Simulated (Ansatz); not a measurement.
# Si (P-1) in Ansatz: notebook

The runs below take Si through single point, with PBE.

Program: Ansatz 0.2.0. These are calculated values, not measurements. Logs are shortened: lines on timing, memory, paths and dates and some standing lists are left out, and cuts for length are marked.

### 1 The cell of the first run

The typed cell holds 1 atom: a = 2.662 Å, b = 2.592 Å, c = 2.488 Å, α = 88.18°, β = 90.29°, γ = 121.35°.

This isn't the form of Si at room conditions, which is diamond.

### 2 Single point, PBE (strained by +2 %; cell sheared at random, sigma 0.03, atoms nudged by 0.01 Å)

input.yaml

```yaml
crystal:
  lattice:
    - [2.6618878767, -0.009619827, -0.00683095]
    - [-1.3401943232, 2.2181355607, 0.04189651]
    - [-0.0060108336, 0.0417553497, 2.48776073]
  atoms:
    - { symbol: Si, position: [0.0, 0.0, 0.0] }
hamiltonian:
  xc: pbe
  pseudopotentials: { kind: paw }
kpoints:
  mp_grid: { grid: [12, 12, 11] }
scf:
  occupations: { method: fermi_dirac, width: 0.05 }
output:
  forces: true
  stress: true
  eigenvalues: true
  write_density: true
  write_potential: true
  elf: true
  volumetric_format: npy
```

Potentials or basis: Ansatz PAW.

Launch:

```console
ansatz run input.yaml --threads 2 --pin off --max-ram 5632MiB --backend cpu --events-out ev --progress --plain --runs-dir out
```

What it wrote:

```text
Warning: RAYON_NUM_THREADS=2 ignored (pool sized by the plan → 2); use --threads N
Engine: ansatz 0.2.0, aarch64-unknown-linux-gnu
Pseudopotentials: kind: paw
Pseudopotential: Si, paw, valence charge 4, recommended cutoff 420 eV (normal), Si.paw.azcp
Functional definition: PBE
  parameter kappa = 0.804
  parameter beta = 0.06672455060314922
  exchange = pbe_x(kappa = kappa, mu = beta*pi^2/3)
  correlation = pbe_c(beta = beta)
Crystal: 1 atoms, lattice volume = 14.652 Å³
Basis set: ecut = 420 eV, 295 PW (Γ), exchange–correlation on 36×36×36 points (8 copies of the dense FFT grid, shifted against one another)
Bands: 6, of which v1, the nominal top of the filled ones, is band 2 counted from 1 (1 counted from 0)
Symmetry: 2 space group operations
Space group: P-1 (ITA 2), of the structure as read, at distance tolerance 2.4e-5 Å
k-points: 794 of 1584
Non-local potential: Si, projectors of the file, l = 0: 2, l = 1: 2, l = 2: 2
PAW form: soft (Blöchl's): semilocal exchange-correlation on the pseudo side does not see the compensation charge
PAW one-centre angular grid: Si, 110 points (default); XC on 64 Gauss nodes
Initial density: superposition of atomic densities (neutral atoms: chi_scale 0, normalization atom), corrected by the library's trained network
Initial wavefunctions: pseudopotential atomic-orbital guess
Functional: x = pbe(κ = 0.804, μ = 0.2195149727645171), c = pbe(β = 0.06672455060314922)
SCF iter   1: F=—  HF=-635.502802 eV  |F-HF|=—  |Δ(HF+E_count)|=         —  Δρ=1.67e-3  dr2=3.43e-4  ethr=1.77e-3  ⟨swp⟩=5.5  Hψ=45130  notcnv=0
preconditioner: auto → none  [metal: Δε(μ)=0.003 eV  Ē_g=13.923 eV  σ=0.050 eV  W_gap=0.01  n_scr=0 (ndim 8)  ℏωp=19.4 eV  f_vac=0.000  D(μ)=0.30/eV (n_scr^D=0)]
SCF iter   2: F=—  HF=-635.502774 eV  |F-HF|=—  |Δ(HF+E_count)|=   2.75e-5  Δρ=5.93e-4  dr2=3.05e-5  ethr=8.57e-6  ⟨swp⟩=1.5  Hψ=11585  notcnv=0
SCF iter   3: F=—  HF=-635.502768 eV  |F-HF|=—  |Δ(HF+E_count)|=   6.49e-6  Δρ=1.31e-4  dr2=1.11e-6  ethr=7.63e-7  ⟨swp⟩=1.6  Hψ=5586  notcnv=0
iter 4 did not close the SCF: its close was put off for the readings that it lacked (scf_convergence_deferred on its scf_iter line)
SCF iter   4: F=-635.502769 eV  HF=-635.502769 eV  |F-HF|=1.36e-8  |Δ(HF+E_count)|=   1.07e-6  Δρ=1.37e-5  dr2=2.81e-8  ethr=2.77e-8  ⟨swp⟩=2.0  Hψ=6257  notcnv=0
iter 5 did not close the SCF: its close was put off for the readings that it lacked (scf_convergence_deferred on its scf_iter line)
SCF iter   5: F=-635.502769 eV  HF=-635.502769 eV  |F-HF|=1.26e-9  |Δ(HF+E_count)|=   9.70e-9  Δρ=4.25e-6  dr2=2.69e-9  ethr=7.02e-10  ⟨swp⟩=1.0  Hψ=4735  notcnv=0
SCF iter   6: F=-635.502769 eV  HF=-635.502769 eV  |F-HF|=3.52e-12  |Δ(HF+E_count)|=   1.01e-9  Δρ=2.49e-7  dr2=9.36e-12  ethr=6.72e-11  ⟨swp⟩=4.5  Hψ=18784  notcnv=0
SCF 1 converged in 6 iterations: F = -635.502769 eV  dr2 = 9.36e-12
SCF converged after 6 iterations
Free energy (F): -635.502769 eV
Harris-Foulkes:  -635.502769 eV  (|F-HF|=3.52e-12)
Internal energy: -635.500302 eV  (E = F + TS)
E sigma→0 (E₀):  -635.501535 eV
Entropy (-TS):   -0.002467 eV (-2.467 meV/atom)
Fermi energy:    10.242742 eV
--- Per-component energies (eV) ---
  E_band       = 18.579856
  E_kinetic    = 41.616064
  E_local      = -0.523627  (includes V_loc(G=0)·N_el)
  E_nonlocal   = 25.507388
  E_hartree    = 1.053101
  E_xc         = -56.077098
  E_vxc        = -47.951134  (∫ρ·V_xc dr)
  E_paw        = -512.448324  (= ΣΔE_a)
  E_vpaw       = -2.175048  (= ΣTr[D̂ρ^β])
  E_aug_tail   = 0.000006  (compensation charges beyond the density's cutoff)
  E_ewald      = -134.627811
  E_smearing   = -0.002467  (= −TS)
  E_closure    = 0.000000  (closes the sum)
  Σ components = -635.502769   (vs F -635.502769, Δ=0.00e0)
--- Forces (eV/Å), atoms counted from 1 ---
  atom   1  Si     0.00000000     0.00000000     0.00000000
  max |Σ_I F_I| component: 0.00e0 eV/Å
--- Stress (GPa, compression-positive) ---
        4.323203       0.693275       0.203041
        0.693275       4.056867      -2.558622
        0.203041      -2.558622       1.468469
  P = ⅓ Tr σ = 3.2828 GPa (32.828 kbar)
--- Band table (eV; the first three rows and the last of 794) ---
  k-point 0: bands = ["-3.8986", "17.6283", "17.8677", "20.4542", "21.2817", "21.9672"]
  k-point 1: bands = ["-3.7088", "14.3947", "20.5966", "21.0235", "21.4598", "22.1216"]
  k-point 2: bands = ["-3.1423", "11.1860", "21.0339", "21.8431", "22.5557", "23.7468"]
  k-point 793: bands = ["6.7962", "7.1927", "8.9961", "11.9209", "19.4893", "22.7036"]
```

rho_z.tsv:

```text
# z_ang	rho[e/angstrom^3]
# format = ansatz-planar-average/11
# lattice	2.661887877	-0.009619827	-0.006830950
# lattice	-1.340194323	2.218135561	0.041896510
# lattice	-0.006010834	0.041755350	2.487760730
# sites	1
# site	14	0.000000000	0.000000000	0.000000000
0.000000	3.279530e-1
0.138229	3.257229e-1
0.276458	3.194600e-1
0.414686	3.092674e-1
0.552915	2.936526e-1
0.691144	2.715319e-1
0.829373	2.455794e-1
0.967602	2.218482e-1
1.105830	2.058019e-1
1.244059	2.001999e-1
1.382288	2.058019e-1
1.520517	2.218482e-1
1.658746	2.455794e-1
1.796974	2.715319e-1
1.935203	2.936526e-1
2.073432	3.092674e-1
2.211661	3.194600e-1
2.349890	3.257229e-1
```

It took 3.1 s on 2 threads of Arm Neoverse V2, shared host; peak memory 0.36 GiB.

What came out:

* Free energy: -635.5028 eV
* Pressure: 3.3 GPa
* Band gap on the k mesh: none (metal or under the smearing width)

### 3 Single point, PBE (strained by +4 %; cell sheared at random, sigma 0.03, atoms nudged by 0.01 Å)

input.yaml

```yaml
crystal:
  lattice:
    - [2.6615254534, 0.017002676, -0.00683095]
    - [-1.3178767164, 2.2045104414, 0.04189651]
    - [-0.0055926372, 0.0416910594, 2.48776073]
  atoms:
    - { symbol: Si, position: [0.0, 0.0, 0.0] }
hamiltonian:
  xc: pbe
  pseudopotentials: { kind: paw }
kpoints:
  mp_grid: { grid: [12, 12, 11] }
scf:
  occupations: { method: fermi_dirac, width: 0.05 }
output:
  forces: true
  stress: true
  eigenvalues: true
```

Potentials or basis: Ansatz PAW.

Launch:

```console
ansatz run input.yaml --threads 2 --pin off --max-ram 5632MiB --backend cpu --events-out ev --progress --plain --runs-dir out
```

What it wrote:

```text
Warning: RAYON_NUM_THREADS=2 ignored (pool sized by the plan → 2); use --threads N
Engine: ansatz 0.2.0, aarch64-unknown-linux-gnu
Pseudopotentials: kind: paw
Pseudopotential: Si, paw, valence charge 4, recommended cutoff 420 eV (normal), Si.paw.azcp
Functional definition: PBE
  parameter kappa = 0.804
  parameter beta = 0.06672455060314922
  exchange = pbe_x(kappa = kappa, mu = beta*pi^2/3)
  correlation = pbe_c(beta = beta)
Crystal: 1 atoms, lattice volume = 14.648 Å³
Basis set: ecut = 420 eV, 295 PW (Γ), exchange–correlation on 36×36×36 points (8 copies of the dense FFT grid, shifted against one another)
Bands: 6, of which v1, the nominal top of the filled ones, is band 2 counted from 1 (1 counted from 0)
Symmetry: 2 space group operations
Space group: P-1 (ITA 2), of the structure as read, at distance tolerance 2.4e-5 Å
k-points: 794 of 1584
Non-local potential: Si, projectors of the file, l = 0: 2, l = 1: 2, l = 2: 2
PAW form: soft (Blöchl's): semilocal exchange-correlation on the pseudo side does not see the compensation charge
PAW one-centre angular grid: Si, 110 points (default); XC on 64 Gauss nodes
Initial density: superposition of atomic densities (neutral atoms: chi_scale 0, normalization atom), corrected by the library's trained network
Initial wavefunctions: pseudopotential atomic-orbital guess
Functional: x = pbe(κ = 0.804, μ = 0.2195149727645171), c = pbe(β = 0.06672455060314922)
SCF iter   1: F=—  HF=-635.502045 eV  |F-HF|=—  |Δ(HF+E_count)|=         —  Δρ=1.68e-3  dr2=3.45e-4  ethr=1.77e-3  ⟨swp⟩=5.5  Hψ=45202  notcnv=0
preconditioner: auto → none  [metal: Δε(μ)=0.003 eV  Ē_g=13.924 eV  σ=0.050 eV  W_gap=0.02  n_scr=0 (ndim 8)  ℏωp=19.4 eV  f_vac=0.000  D(μ)=0.31/eV (n_scr^D=0)]
SCF iter   2: F=—  HF=-635.502023 eV  |F-HF|=—  |Δ(HF+E_count)|=   2.23e-5  Δρ=5.91e-4  dr2=3.03e-5  ethr=8.62e-6  ⟨swp⟩=1.5  Hψ=11570  notcnv=0
SCF iter   3: F=—  HF=-635.502016 eV  |F-HF|=—  |Δ(HF+E_count)|=   6.79e-6  Δρ=1.33e-4  dr2=1.15e-6  ethr=7.57e-7  ⟨swp⟩=1.6  Hψ=5592  notcnv=0
iter 4 did not close the SCF: its close was put off for the readings that it lacked (scf_convergence_deferred on its scf_iter line)
SCF iter   4: F=-635.502017 eV  HF=-635.502017 eV  |F-HF|=1.41e-8  |Δ(HF+E_count)|=   1.08e-6  Δρ=1.40e-5  dr2=2.94e-8  ethr=2.87e-8  ⟨swp⟩=2.0  Hψ=6275  notcnv=0
iter 5 did not close the SCF: its close was put off for the readings that it lacked (scf_convergence_deferred on its scf_iter line)
SCF iter   5: F=-635.502017 eV  HF=-635.502017 eV  |F-HF|=1.34e-9  |Δ(HF+E_count)|=   9.96e-9  Δρ=4.37e-6  dr2=2.83e-9  ethr=7.36e-10  ⟨swp⟩=1.0  Hψ=4720  notcnv=0
SCF iter   6: F=-635.502017 eV  HF=-635.502017 eV  |F-HF|=3.18e-12  |Δ(HF+E_count)|=   1.05e-9  Δρ=2.34e-7  dr2=8.25e-12  ethr=7.08e-11  ⟨swp⟩=1.6  Hψ=14120  notcnv=0
SCF 1 converged in 6 iterations: F = -635.502017 eV  dr2 = 8.25e-12
SCF converged after 6 iterations
Free energy (F): -635.502017 eV
Harris-Foulkes:  -635.502017 eV  (|F-HF|=3.18e-12)
Internal energy: -635.499483 eV  (E = F + TS)
E sigma→0 (E₀):  -635.500750 eV
Entropy (-TS):   -0.002534 eV (-2.534 meV/atom)
Fermi energy:    10.247260 eV
--- Per-component energies (eV) ---
  E_band       = 18.592268
  E_kinetic    = 41.625040
  E_local      = -0.519063  (includes V_loc(G=0)·N_el)
  E_nonlocal   = 25.509833
  E_hartree    = 1.053821
  E_xc         = -56.080274
  E_vxc        = -47.955313  (∫ρ·V_xc dr)
  E_paw        = -512.449304  (= ΣΔE_a)
  E_vpaw       = -2.175881  (= ΣTr[D̂ρ^β])
  E_aug_tail   = 0.000006  (compensation charges beyond the density's cutoff)
  E_ewald      = -134.639542
  E_smearing   = -0.002534  (= −TS)
  E_closure    = 0.000000  (closes the sum)
  Σ components = -635.502017   (vs F -635.502017, Δ=0.00e0)
--- Forces (eV/Å), atoms counted from 1 ---
  atom   1  Si     0.00000000     0.00000000     0.00000000
  max |Σ_I F_I| component: 0.00e0 eV/Å
--- Stress (GPa, compression-positive) ---
        4.343121      -1.352856       0.663386
       -1.352856       4.196446      -2.665213
        0.663386      -2.665213       1.493688
  P = ⅓ Tr σ = 3.3444 GPa (33.444 kbar)
--- Band table (eV; the first three rows and the last of 794) ---
  k-point 0: bands = ["-3.8974", "17.6305", "17.8692", "20.4373", "21.3164", "21.9541"]
  k-point 1: bands = ["-3.7075", "14.3963", "20.5835", "21.0215", "21.4912", "22.1141"]
  k-point 2: bands = ["-3.1410", "11.1874", "21.0208", "21.8731", "22.5367", "23.7788"]
  k-point 793: bands = ["6.8717", "7.3400", "9.1652", "11.9841", "19.1377", "22.4322"]
```

It took 2.1 s on 2 threads of Arm Neoverse V2, shared host; peak memory 0.35 GiB.

Results:

| Property | Result |
| --- | --- |
| Free energy | -635.5020 eV |
| Pressure | 3.3 GPa |
| Band gap on the k mesh | none (metal or under the smearing width) |
